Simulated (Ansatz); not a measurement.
# Al8H: the cost of one run

Program: Ansatz 0.2.0. Level of theory: DFT PBE, scalar-relativistic, plane waves, PAW. These are calculated values, not measurements.

25 further runs of the same task are left out: 25 set aside as unsound or not needed.

## (1) The starting structure

The structure is orthorhombic, space group Pmm2 (No. 25). Conventional cell: a = 5.714 Å, b = 8.081 Å, c = 22.244 Å, α = 90.00°, β = 90.00°, γ = 90.00°. Al (site symmetry m) has 7 Al at 2.86 to 2.90 Å as nearest neighbours. Around Al (site symmetry m) lie 11 Al at 2.82 to 2.88 Å. Al (site symmetry m) is surrounded by 11 Al at 2.81 to 2.90 Å. Al (site symmetry m) is surrounded by 1 H at 2.29 Å. Around Al (site symmetry m) lie 2 H at 1.61 Å. Around Al (site symmetry m) lie 7 Al at 2.81 to 2.86 Å. Only part of the 9 independent sites is listed.

Coordinates:

```cif
data_structure
_symmetry_space_group_name_H-M 'P 1'
_symmetry_Int_Tables_number 1
_cell_length_a 5.7143
_cell_length_b 8.0812
_cell_length_c 22.2438
_cell_angle_alpha 90.000
_cell_angle_beta 90.000
_cell_angle_gamma 90.000
_cell_volume 1027.19
loop_
_atom_site_label
_atom_site_type_symbol
_atom_site_fract_x
_atom_site_fract_y
_atom_site_fract_z
_atom_site_occupancy
Al1 Al 0.25000 0.25000 0.17983 1
Al2 Al 0.25000 0.75000 0.17983 1
Al3 Al 0.75000 0.25000 0.17983 1
Al4 Al 0.75000 0.75000 0.17983 1
Al5 Al 0.00000 0.00000 0.24405 1
Al6 Al 0.00000 0.50000 0.24405 1
Al7 Al 0.50000 0.00000 0.24405 1
Al8 Al 0.50000 0.50000 0.24405 1
Al9 Al 0.25000 0.25000 0.31027 1
Al10 Al 0.25000 0.75000 0.31027 1
Al11 Al 0.75000 0.25000 0.31027 1
Al12 Al 0.75000 0.75000 0.31027 1
Al13 Al 0.00000 0.00000 0.37061 1
Al14 Al 0.00000 0.50000 0.37061 1
Al15 Al 0.50000 0.00000 0.37061 1
Al16 Al 0.50000 0.50000 0.37061 1
H1 H 0.75000 0.92693 0.39084 1
H2 H 0.75000 0.07307 0.39084 1
```

This is the geometry of the first run shown, built on a cell relaxed beforehand with the same method.

## (2) What is varied

Atoms count from 1 in the order of the input.

H2 lies flat over one site of a rigid substrate while its bond length and height are varied.

- distance H17-H18: 8 values from 0.650 to 2.650 Å
- height of the H2 axis above the plane of Al13: 9 values from 0.45 to 3.60 Å

Nothing else is relaxed. Points are written as (first, second).

## (3) Grid point (1.181 Å, 0.45 Å)

The cell repeats along c, and a dipole correction in the vacuum removes the field between the copies.

input.yaml reads:

```yaml
crystal:
  lattice:
    - [5.7143028096, 0.0, 0.0]
    - [0.0, 8.0812445328, 0.0]
    - [0.0, 0.0, 22.2437981863]
  atoms:
    - { symbol: Al, position: [0.25, 0.25, 0.1798254042] }
    - { symbol: Al, position: [0.25, 0.75, 0.1798254042] }
    - { symbol: Al, position: [0.75, 0.25, 0.1798254042] }
    - { symbol: Al, position: [0.75, 0.75, 0.1798254042] }
    - { symbol: Al, position: [0.0, 0.0, 0.244048955] }
    - { symbol: Al, position: [0.0, 0.5, 0.244048955] }
    - { symbol: Al, position: [0.5, 0.0, 0.244048955] }
    - { symbol: Al, position: [0.5, 0.5, 0.244048955] }
    - { symbol: Al, position: [0.25, 0.25, 0.3102692916] }
    - { symbol: Al, position: [0.25, 0.75, 0.3102692916] }
    - { symbol: Al, position: [0.75, 0.25, 0.3102692916] }
    - { symbol: Al, position: [0.75, 0.75, 0.3102692916] }
    - { symbol: Al, position: [0.0, 0.0, 0.3706110853] }
    - { symbol: Al, position: [0.0, 0.5, 0.3706110853] }
    - { symbol: Al, position: [0.5, 0.0, 0.3706110853] }
    - { symbol: Al, position: [0.5, 0.5, 0.3706110853] }
    - { symbol: H, position: [0.75, -0.0730704284, 0.3908414432] }
    - { symbol: H, position: [0.75, 0.0730704284, 0.3908414432] }
basis:
  ecutwfc: 420
kpoints:
  mp_grid: { grid: [5, 4, 1] }
hamiltonian:
  xc: pbe
scf:
  occupations: { method: gaussian, width: 0.1 }
output:
  forces: true
  eigenvalues: true
efield:
  axis: 3
  dipole_correction: true
  ramp_width: 0.04
```

The run is started by

```bash
ansatz run input.yaml --threads 1 --pin off --max-ram 3072MiB --backend cpu --events-out ev --progress --plain --runs-dir out
```

**Question.** How long does this run take on 1 thread of Intel Xeon Platinum 8259CL at 2.50GHz (Skylake/Cascade Lake), shared host, and how much memory does it need?

About 29 s, with a peak of 0.97 GiB.
